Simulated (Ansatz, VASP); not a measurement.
**HOs in VASP and in Ansatz**

```
H Os
1.0
     2.92180    0.00000    0.00000
    -1.46090    2.53036    0.00000
     0.00000    0.00000    4.80825
H Os
2 2
Cartesian
  0.0000 1.6869 4.8346
  1.4609 0.8435 2.4305
  0.0000 1.6869 1.8109
  1.4609 0.8435 4.2150
```

Alike in both runs: functional PBE; k mesh 18 × 18 × 10; occupations gaussian, width 0.1 eV; no spin polarisation.

Ansatz relaxed the structure, and its values are those at the end. VASP's run is a single point on that final structure, the one shown.

```csv
,VASP,Ansatz
version,VASP 6.6.1,Ansatz 0.2.0
potentials or method,"VASP PAW PBE potentials, release 64 (H, Os)","scalar-relativistic, plane waves, PAW"
plane-wave cutoff (eV),520,420
valence electrons in the cell,18,34
```

Ansatz gave:

```
gap on the k mesh at the Fermi level (eV) : none
pressure (GPa)                            : 0.0
```

Problem. Estimate VASP's values.

Solution. gap on the k mesh at the Fermi level (eV): none; pressure (GPa): 1.1.

A gap of «none» marks a metal or a gap that the smearing closes. The two sets of potentials don't hold the same shells in valence.

The runs have no spin-orbit coupling, so splittings on Os are missing.
